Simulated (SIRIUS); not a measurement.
## PbF2 (Fluorocronite): equation of state with PBEsol

The system is PbF2 (Fluorocronite).

```xyz
3
Lattice="0.0000 2.9637 2.9637 2.9637 0.0000 2.9637 2.9637 2.9637 0.0000" Properties=species:S:1:pos:R:3 pbc="T T T"
Pb    0.0000    0.0000    0.0000
F     4.4455    4.4455    4.4455
F     1.4818    1.4818    1.4818
```

```
Program             : SIRIUS 7.12.0
Task                : equation of state
Functional          : PBEsol
Potentials or basis : all-electron FP-LAPW
Cutoff              : 273 eV
Basis               : apw+lo standard
k mesh              : 8 × 8 × 8
Occupations         : fermi-dirac, width 0.05 eV
Spin                : no spin polarisation
```

```
Equilibrium volume                      : 17.09 Å³/atom
Bulk modulus                            : 76 GPa
Pressure derivative of the bulk modulus : 4.4 (rough: it moves with the points fitted)
```

Energy against volume, from the lowest point:
```
volume (Å³/atom)  energy (meV/atom)
          16.313               9.17
          16.660               2.66
          17.007               0.00
          17.354               0.97
          17.701               4.68
          18.048              11.38
          18.395              20.54
```

All runs of the series together: 28 min on 1 thread of Arm Neoverse V1 (shared host).

Caveat: the basis cutoff falls short for Ag, Pd and Pb here, so volumes come out up to a per cent or two small and moduli rough. The run has no spin-orbit coupling, so splittings on Pb are missing.
